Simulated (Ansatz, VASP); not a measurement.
## Si in VASP and in Ansatz

```
Si
1.0
     6.88023    0.00000    0.00000
     0.00000    6.88023    0.00000
     0.00000    0.00000    5.29613
Si
8
Direct
  0.50000 0.00000 0.79062
  0.00000 0.50000 0.79062
  0.24651 0.00000 0.50000
  0.75349 0.00000 0.50000
  0.00000 0.24651 0.50000
  0.00000 0.75349 0.50000
  0.50000 0.00000 0.20938
  0.00000 0.50000 0.20938
```

Alike in both runs: functional PBE; k mesh 4 × 4 × 4; occupations gaussian, width 0.1 eV; no spin polarisation.

Ansatz relaxed the structure, and its values are those at the end. VASP's run is a single point on that final structure, the one shown.

```csv
,VASP,Ansatz
version,VASP 6.6.1,Ansatz 0.2.0
potentials or method,"VASP PAW PBE potentials, release 64 (Si)","scalar-relativistic, plane waves, PAW"
plane-wave cutoff (eV),520,420
valence electrons in the cell,32,32
```

|  | VASP | Ansatz | Ansatz less VASP |
| --- | --- | --- | --- |
| gap on the k mesh at the Fermi level (eV) | none | none | - |
| pressure (GPa) | 0.1 | 0.1 | +0.05 |

A gap of «none» marks a metal or a gap that the smearing closes. With one functional, cell and mesh, what is left measures potentials, basis and numerics.
